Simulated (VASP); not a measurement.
# InSb3 (Fm-3m) in VASP: further runs

The runs below take InSb3 through single point, relaxation of cell and atoms, with LDA.

All numbers are computed with VASP 6.6.1; they aren't measurements. Logs are shortened: lines on timing, memory, paths and dates and some standing lists are left out, and cuts for length are marked.

## 1. The structure

It takes space group Fm-3m (No. 225, cubic). Conventional cell: a = 7.456 Å, b = 7.456 Å, c = 7.456 Å, α = 90.00°, β = 90.00°, γ = 90.00°. In (site symmetry m-3m) has 8 Sb at 3.23 Å as nearest neighbours. Sb (site symmetry -43m) is surrounded by 4 In at 3.23 Å and 4 Sb at 3.23 Å. Sb (site symmetry m-3m) is surrounded by 8 Sb at 3.23 Å.

The cell comes from a database or a generator and needn't be the stable form of this composition.

## 2. Single point, LDA (relaxed again under DFT LDA, scalar-relativistic, plane waves, PAW)

The input, INCAR:

```
SYSTEM = InSb3
PREC = Accurate
ENCUT = 520
EDIFF = 1E-6
ISMEAR = 0
SIGMA = 0.1
LREAL = .False.
LASPH = .True.
NELM = 100
ALGO = Normal
ISIF = 2
LWAVE = .False.
LCHARG = .True.
GGA = CA
LELF = .True.
LVHAR = .True.
NBANDS = 22
```

The input, KPOINTS:

```
regular mesh
0
Gamma
  10 10 10
  0 0 0
```

The input, POSCAR:

```
InSb3
1.0
    0.0000000000      3.6973163556      3.6973163556
    3.6973163556      0.0000000000      3.6973163556
    3.6973163556      3.6973163556      0.0000000000
In Sb
1 3
Direct
    0.0000000000      0.0000000000      0.0000000000
    0.2500000000      0.2500000000      0.2500000000
    0.7500000000      0.7500000000      0.7500000000
    0.5000000000      0.5000000000      0.5000000000
```

Potentials or basis: VASP PAW LDA potentials, release 64 (In_d, Sb).

Launch:

```
$ cat potpaw_LDA.64/In_d/POTCAR potpaw_LDA.64/Sb/POTCAR > POTCAR
$ mpirun -np 1 vasp_std > vasp.out
```

OUTCAR:

```text
SYSTEM = InSb3
   PREC = Accurate
   ENCUT = 520
   EDIFF = 1E-6
   ISMEAR = 0
   LREAL = .False.
   LASPH = .True.
   NELM = 100
   ISIF = 2
   GGA = CA

 ion  position               nearest neighbor table
   1  0.000  0.000  0.000-   3 3.20   3 3.20   3 3.20   2 3.20   3 3.20   2 3.20   2 3.20   2 3.20
                             4 3.70   4 3.70   4 3.70   4 3.70   4 3.70   4 3.70
   2  0.250  0.250  0.250-   1 3.20   1 3.20   1 3.20   1 3.20   4 3.20   4 3.20   4 3.20   4 3.20
                             3 3.70   3 3.70   3 3.70   3 3.70   3 3.70   3 3.70
   3  0.750  0.750  0.750-   4 3.20   4 3.20   4 3.20   1 3.20   4 3.20   1 3.20   1 3.20   1 3.20
                             2 3.70   2 3.70   2 3.70   2 3.70   2 3.70   2 3.70
   4  0.500  0.500  0.500-   2 3.20   2 3.20   2 3.20   2 3.20   3 3.20   3 3.20   3 3.20   3 3.20
                             1 3.70   1 3.70   1 3.70   1 3.70   1 3.70   1 3.70

  LATTYP: Found a face centered cubic cell.
 ALAT       =     7.3946327112

  Lattice vectors:

 A1 = (   0.0000000000,   3.6973163556,   3.6973163556)
 A2 = (   3.6973163556,   0.0000000000,   3.6973163556)
 A3 = (   3.6973163556,   3.6973163556,   0.0000000000)

Analysis of symmetry for initial positions (statically):
=====================================================================
 Subroutine PRICEL returns:
 Original cell was already a primitive cell.

 Routine SETGRP: Setting up the symmetry group for a
 face centered cubic supercell.

 Subroutine GETGRP returns: Found 48 space group operations
 (whereof 48 operations were pure point group operations)
 out of a pool of 48 trial point group operations.

The static configuration has the point symmetry O_h .

Analysis of symmetry for dynamics (positions and initial velocities):
=====================================================================
 Subroutine PRICEL returns:
 Original cell was already a primitive cell.

 Routine SETGRP: Setting up the symmetry group for a
 face centered cubic supercell.

 Subroutine GETGRP returns: Found 48 space group operations
 (whereof 48 operations were pure point group operations)
 out of a pool of 48 trial point group operations.

The dynamic configuration has the point symmetry O_h .

 Subroutine INISYM returns: Found 48 space group operations
 (whereof 48 operations are pure point group operations),
 and found     1 'primitive' translations

----------------------------------------------------------------------------------------

                                     Primitive cell

  volume of cell :     101.0857

  direct lattice vectors                    reciprocal lattice vectors
     0.000000000  3.697316356  3.697316356    -0.135233221  0.135233221  0.135233221
     3.697316356  0.000000000  3.697316356     0.135233221 -0.135233221  0.135233221
     3.697316356  3.697316356  0.000000000     0.135233221  0.135233221 -0.135233221

  length of vectors
     5.228794934  5.228794934  5.228794934     0.234230810  0.234230810  0.234230810

  position of ions in fractional coordinates (direct lattice)
     0.000000000  0.000000000  0.000000000
     0.250000000  0.250000000  0.250000000
     0.750000000  0.750000000  0.750000000
     0.500000000  0.500000000  0.500000000

  ion indices of the primitive-cell ions
   primitive index   ion index
                 1           1
                 2           2
                 3           3
                 4           4

----------------------------------------------------------------------------------------

 KPOINTS: regular mesh

Automatic generation of k-mesh.
 Grid dimensions read from file:
 generate k-points for:   10   10   10

 Generating k-lattice:

  Cartesian coordinates                     Fractional coordinates (reciprocal lattice)
    -0.013523322  0.013523322  0.013523322     0.100000000  0.000000000  0.000000000
     0.013523322 -0.013523322  0.013523322     0.000000000  0.100000000  0.000000000
     0.013523322  0.013523322 -0.013523322     0.000000000  0.000000000  0.100000000

  Length of vectors
     0.023423081  0.023423081  0.023423081

  Shift w.r.t. Gamma in fractional coordinates (k-lattice)
     0.000000000  0.000000000  0.000000000

 Subroutine IBZKPT returns following result:
 ===========================================

 Found     47 irreducible k-points:

 Following reciprocal coordinates:
            Coordinates               Weight
  0.000000  0.000000  0.000000      1.000000
  0.100000  0.000000  0.000000      8.000000
  0.200000  0.000000  0.000000      8.000000
  0.300000  0.000000  0.000000      8.000000
  0.400000  0.000000  0.000000      8.000000
  0.500000  0.000000  0.000000      4.000000
[... 16 lines left out ...]
  0.300000  0.300000  0.000000      6.000000
  0.400000  0.300000  0.000000     24.000000
 [... further k-points ...]
   k-points           NKPTS =     47   k-points in BZ     NKDIM =     47   number of bands    NBANDS=     22
   number of dos      NEDOS =    301   number of ions     NIONS =      4
   total plane-waves  NPLWV =  64000
   dimension x,y,z NGX =    40 NGY =   40 NGZ =   40
   dimension x,y,z NGXF=    80 NGYF=   80 NGZF=   80
   ions per type =               1   3
   NGX,Y,Z   is equivalent  to a cutoff of  12.72, 12.72, 12.72 a.u.
   NGXF,Y,Z  is equivalent  to a cutoff of  25.44, 25.44, 25.44 a.u.
 SYSTEM =  InSb3
   PREC   = accura    normal or accurate (medium, high low for compatibility)
   ISTART =      0    job   : 0-new  1-cont  2-samecut
   ICHARG =      2    charge: 1-file 2-atom 10-const
   ISPIN  =      1    spin polarized calculation?
   LNONCOLLINEAR =      F non collinear calculations
   LSORBIT =      F    spin-orbit coupling
   LASPH  =      T    aspherical Exc in radial PAW
   ENCUT  =  520.0 eV  38.22 Ry    6.18 a.u.   9.72  9.72  9.72*2*pi/ulx,y,z
   NELM   =    100;   NELMIN=  2; NELMDL= -5     # of ELM steps
   EDIFF  = 0.1E-05   stopping-criterion for ELM
   LREAL  =      F    real-space projection
   EDIFFG = 0.1E-04   stopping-criterion for IOM
   NSW    =      0    number of steps for IOM
   IBRION =     -1    ionic relax: 0-MD 1-quasi-New 2-CG
   NFREE  =      0    steps in history (QN), initial steepest desc. (CG)
   ISIF   =      2    stress and relaxation
   ISYM   =      2    0-nonsym 1-usesym 2-fastsym
   POTIM  = 0.5000    time-step for ionic-motion
   TEBEG  =    0.0;   TEEND  =   0.0 temperature during run
   PSTRESS=    0.0 pullay stress
   NELECT =      28.0000    total number of electrons
   NUPDOWN=      -1.0000    fix difference up-down
   EMIN   =  10.00;   EMAX   =-10.00  energy-range for DOS
   EFERMI =   0.00;   METHOD = LEGACY
   ISMEAR =     0;   SIGMA  =   0.10  broadening in eV -4-tet -1-fermi 0-gaus
   EFERMI_NEDOS =   21; number of points for ismear=-14 and -15
   IALGO  =     38    algorithm
   IMIX   =      4    mixing-type and parameters
     AMIX     =   0.40;   BMIX     =  1.00
     AMIX_MAG =   1.60;   BMIX_MAG =  1.00
  volume/ion in A,a.u.               =      25.27       170.54
  Fermi-wavevector in a.u.,A,eV,Ry     =   1.067163  2.016646 15.494826  1.138838
  Thomas-Fermi vector in A             =   2.202771
   LORBIT       =      0    0 simple, 1 ext, 2 COOP (PROOUT), +10 PAW based schemes
   GGA     = CA    functional components
   LHFCALC =     F    Hartree Fock is set to
   AEXX    =    0.0000 exact exchange contribution
   IVDW    =     0    specifies the selected vdW correction
   LEPSILON=     F    determine dielectric tensor
   LRPA    =     F    only Hartree local field effects (RPA)
 non-spin polarized calculation
 Gauss-broadening in eV      SIGMA  =   0.10
  energy-cutoff  :      520.00
  volume of cell :      101.09
 maximum number of plane-waves:      2764
   NGX = 19   NGY = 19   NGZ = 19

 number of electron      28.0000008 magnetization

 Free energy of the ion-electron system (eV)
  ---------------------------------------------------
  ext. energy  EPLUGINS =         0.00000000
  ---------------------------------------------------
  free energy    TOTEN  =       -17.11942464 eV

  energy without entropy =      -17.11144299  energy(sigma->0) =      -17.11543382

 E-fermi :   8.7792     XC(G=0): -10.6598

 val. band max:        8.7696586127   @ k =  -0.3000   0.1000   0.0000
 cond. band min:       8.8389206377   @ k =   0.5000   0.0000   0.0000
 fundamental gap:      0.0692620249
 Fermi energy:         8.7792011665

 k-point     1 :       0.0000    0.0000    0.0000
  band No.  band energies     occupation
      1      -5.6869      2.00000
      2      -5.6869      2.00000
      3      -5.6869      2.00000
      4      -5.6435      2.00000
      5      -5.6435      2.00000
      6      -4.0134      2.00000
[... 14 lines left out ...]
     21      16.0633      0.00000
     22      16.0633      0.00000

 k-point     2 :       0.1000    0.0000    0.0000
  band No.  band energies     occupation
      1      -5.6890      2.00000
      2      -5.6860      2.00000
      3      -5.6860      2.00000
      4      -5.6439      2.00000
      5      -5.6439      2.00000
      6      -3.9334      2.00000
[... 14 lines left out ...]
     21      15.3082      0.00000
     22      15.8594      0.00000

 k-point     3 :       0.2000    0.0000    0.0000
  band No.  band energies     occupation
      1      -5.6948      2.00000
      2      -5.6838      2.00000
      3      -5.6838      2.00000
      4      -5.6445      2.00000
      5      -5.6445      2.00000
      6      -3.6942      2.00000
[... 14 lines left out ...]
     21      13.8176      0.00000
     22      15.1671      0.00000

 k-point     4 :       0.3000    0.0000    0.0000
  band No.  band energies     occupation
      1      -5.7027      2.00000
      2      -5.6814      2.00000
      3      -5.6814      2.00000
      4      -5.6451      2.00000
      5      -5.6451      2.00000
      6      -3.3020      2.00000
[... 14 lines left out ...]
     21      13.9315      0.00000
     22      14.6946      0.00000

 k-point     5 :       0.4000    0.0000    0.0000
  band No.  band energies     occupation
      1      -5.7096      2.00000
      2      -5.6797      2.00000
      3      -5.6797      2.00000
      4      -5.6452      2.00000
      5      -5.6452      2.00000
      6      -2.7878      2.00000
[... 14 lines left out ...]
     21      14.1868      0.00000
     22      16.0117      0.00000

 k-point     6 :       0.5000    0.0000    0.0000
  band No.  band energies     occupation
      1      -5.7123      2.00000
      2      -5.6792      2.00000
      3      -5.6792      2.00000
      4      -5.6452      2.00000
      5      -5.6452      2.00000
      6      -2.4021      2.00000
[... 14 lines left out ...]
     21      14.9127      0.00000
     22      17.3506      0.00000

 k-point     7 :       0.1000    0.1000    0.0000
  band No.  band energies     occupation
      1      -5.6904      2.00000
      2      -5.6853      2.00000
      3      -5.6853      2.00000
      4      -5.6448      2.00000
      5      -5.6432      2.00000
      6      -3.9067      2.00000
[... 324 lines left out ...]
      6      -2.1765      2.00000
[... 14 lines left out ...]
     21      14.3077      0.00000
     22      16.9710      0.00000

 k-point    21 :      -0.3000    0.2000    0.0000
  band No.  band energies     occupation
      1      -5.7012      2.00000
      2      -5.6881      2.00000
      3      -5.6773      2.00000
      4      -5.6483      2.00000
      5      -5.6468      2.00000
      6      -2.6886      2.00000
[... 14 lines left out ...]
     21      14.4094      0.00000
     22      15.8487      0.00000

 k-point    22 :      -0.2000    0.2000    0.0000
  band No.  band energies     occupation
      1      -5.6991      2.00000
      2      -5.6857      2.00000
      3      -5.6800      2.00000
      4      -5.6470      2.00000
      5      -5.6458      2.00000
      6      -3.1682      2.00000
[... 14 lines left out ...]
     21      14.6073      0.00000
     22      14.9558      0.00000

 k-point    23 :       0.3000    0.3000    0.0000
  band No.  band energies     occupation
      1      -5.7109      2.00000
      2      -5.6754      2.00000
      3      -5.6754      2.00000
      4      -5.6560      2.00000
      5      -5.6412      2.00000
      6      -3.0612      2.00000
[... 14 lines left out ...]
     21      13.2830      0.00000
     22      13.2830      0.00000

 k-point    24 :       0.4000    0.3000    0.0000
  band No.  band energies     occupation
      1      -5.7145      2.00000
      2      -5.6750      2.00000
      3      -5.6731      2.00000
      4      -5.6586      2.00000
      5      -5.6411      2.00000
      6      -2.6758      2.00000
[... 14 lines left out ...]
     21      13.4584      0.00000
     22      13.6607      0.00000

 [... further k-points ...]

------------------------ aborting loop because EDIFF is reached ----------------------------------------

  FORCE on cell =-STRESS in cart. coord.  units (eV):
  Direction    XX          YY          ZZ          XY          YZ          ZX
  --------------------------------------------------------------------------------------
  -------------------------------------------------------------------------------------
  Total        0.0566078      0.0566078      0.0566078     -0.0000000     -0.0000000      0.0000000
  in kB        0.8972164      0.8972164      0.8972164     -0.0000000     -0.0000000      0.0000000
  external PRESSURE =       0.8972164 kB  Pullay stress =       0.0000000 kB

 VOLUME and BASIS-vectors are now :
 -----------------------------------------------------------------------------
  energy-cutoff  :      520.00
  volume of cell :      101.09
      direct lattice vectors                 reciprocal lattice vectors
     0.000000000  3.697316356  3.697316356    -0.135233221  0.135233221  0.135233221
     3.697316356  0.000000000  3.697316356     0.135233221 -0.135233221  0.135233221
     3.697316356  3.697316356  0.000000000     0.135233221  0.135233221 -0.135233221

 POSITION                                       TOTAL-FORCE (eV/Angst)
 -----------------------------------------------------------------------------------
      0.00000      0.00000      0.00000         0.000000     -0.000000      0.000000
      1.84866      1.84866      1.84866         0.000000      0.000000      0.000000
      5.54597      5.54597      5.54597        -0.000000     -0.000000     -0.000000
      3.69732      3.69732      3.69732         0.000000     -0.000000      0.000000
 -----------------------------------------------------------------------------------
    total drift:                               -0.000000      0.000000      0.000000

  FREE ENERGIE OF THE ION-ELECTRON SYSTEM (eV)
  ---------------------------------------------------
  free  energy   TOTEN  =       -17.1194246384 eV

  energy  without entropy=      -17.1114429933  energy(sigma->0) =      -17.11543382
```

It took 63 s on 1 thread of Intel Xeon Platinum 8559C (Emerald Rapids), shared host; peak memory 0.25 GiB.

Results:

```yaml
Free_energy: -17.1194 eV
Pressure: 0.1 GPa
Band_gap_on_the_k_mesh: none (metal or under the smearing width)
```

## 3. Relaxation of cell and atoms, LDA

The input, INCAR:

```
ALGO     = Fast           # electronic algorithm
EDIFF    = 1E-7           # SCF threshold, eV
EDIFFG   = -0.005         # ionic threshold
ENCUT    = 600            # plane-wave cutoff, eV
IBRION   = 2              # ionic algorithm
ISIF     = 3              # what is computed and relaxed
ISMEAR   = 0              # smearing method
LASPH    = True           # aspherical terms in the spheres
LCHARG   = False          # write CHGCAR
LREAL    = False          # projectors in reciprocal space
LWAVE    = False          # write WAVECAR
NELM     = 80             # most SCF steps
NSW      = 70             # ionic steps
PREC     = Accurate       # precision mode
SIGMA    = 0.1            # smearing width, eV
```

The input, KPOINTS:

```
k-points
0
Gamma
  10 10 10
```

The input, POSCAR:

```
InSb3
1.0
    0.0000000000      3.7279225309      3.7279225309
    3.7279225309      0.0000000000      3.7279225309
    3.7279225309      3.7279225309      0.0000000000
In Sb
1 3
Direct
    0.0000000000      0.0000000000      0.0000000000
    0.2500000000      0.2500000000      0.2500000000
    0.7500000000      0.7500000000      0.7500000000
    0.5000000000      0.5000000000      0.5000000000
```

Potentials or basis: VASP PAW LDA potentials, release 64 (In_d, Sb).

Launch:

```
$ cat potpaw_LDA.64/In_d/POTCAR potpaw_LDA.64/Sb/POTCAR > POTCAR
$ mpirun -np 1 vasp_std > vasp.out
```

It took 3.6 min on 1 thread of Intel Xeon Platinum 8559C (Emerald Rapids), shared host; peak memory 0.29 GiB.

It converged, with:

| Property | Result |
| --- | --- |
| Free energy | -17.1196 eV |
| Relaxed volume | 25.31 Å³/atom |
| Relaxed cell | a = 5.231 Å, b = 5.231 Å, c = 5.231 Å, α = 60.00°, β = 60.00°, γ = 60.00° |
| Space group after relaxing (to 0.05 Å) | Fm-3m (No. 225) |
| Energy gained by relaxing | 2.8 meV/atom |
| Ionic steps | 3 |
| Pressure after relaxing | 0.0 GPa |

Step by step:
| step | energy change (eV) | largest force (eV/Å) | pressure (GPa) | volume (Å³) |
| --- | --- | --- | --- | --- |
| 1 | 0.0000 | 0.0000 | -1.46 | 103.62 |
| 2 | -0.0085 | 0.0000 | 0.78 | 100.11 |
| 3 | -0.0111 | 0.0000 | -0.02 | 101.23 |

Final structure:
```
In Sb
1.0
     0.00000    3.69905    3.69905
     3.69905    0.00000    3.69905
     3.69905    3.69905    0.00000
In Sb
1 3
Direct
  0.00000 0.00000 0.00000
  0.25000 0.25000 0.25000
  0.75000 0.75000 0.75000
  0.50000 0.50000 0.50000
```

Levels at points of the mesh, in eV from the Fermi level:
| k point | band 11 | band 12 | band 13 | band 14 | band 15 | band 16 | band 17 | band 18 |
| --- | --- | --- | --- | --- | --- | --- | --- | --- |
| (0.00, 0.00, 0.00) | -2.64 | -2.54 | -2.54 | -2.54 | -2.12 | -0.80 | -0.80 | -0.80 |
| (0.50, 0.00, 0.00) | -3.64 | -2.82 | -2.82 | -0.10 | 0.06 | 2.08 | 2.08 | 3.12 |
| (0.50, 0.50, 0.00) | -5.43 | 0.59 | 1.02 | 1.02 | 1.54 | 1.90 | 1.95 | 1.95 |

Caveat: the bands computed are all filled at some k points, so no gap is given.
